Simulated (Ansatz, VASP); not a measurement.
**Two plane-wave programs on AlN**

```
Al N
1.0
     3.02680    0.00000    0.00000
    -1.51340    2.62129    0.00000
     0.00000    0.00000    5.33910
Al N
2 2
Direct
  0.33333 0.66667 0.00781
  0.66667 0.33333 0.50781
  0.33333 0.66667 0.37719
  0.66667 0.33333 0.87719
```

Alike in both runs: functional LDA; k mesh 9 × 9 × 6; occupations gaussian, width 0.05 eV; no spin polarisation.

Ansatz relaxed the structure, and its values are those at the end. VASP's run is a single point on that final structure, the one shown.

```csv
,VASP,Ansatz
version,VASP 6.6.1,Ansatz 0.2.0
potentials or method,"VASP PAW LDA potentials, release 64 (Al, N)","scalar-relativistic, plane waves, PAW"
plane-wave cutoff (eV),520,520
valence electrons in the cell,16,16
```

Ansatz gave:

```
gap on the k mesh at the Fermi level (eV) : 3.71
least direct gap on the mesh (eV)         : 3.71
pressure (GPa)                            : -6.1
rms of the force components (eV/Å)        : 0.000
```

Q: Estimate VASP's values.

A: gap on the k mesh at the Fermi level (eV): 3.71; least direct gap on the mesh (eV): 3.71; pressure (GPa): -5.6; rms of the force components (eV/Å): 0.012.

Ansatz warned: «pseudo_functional_mismatch».
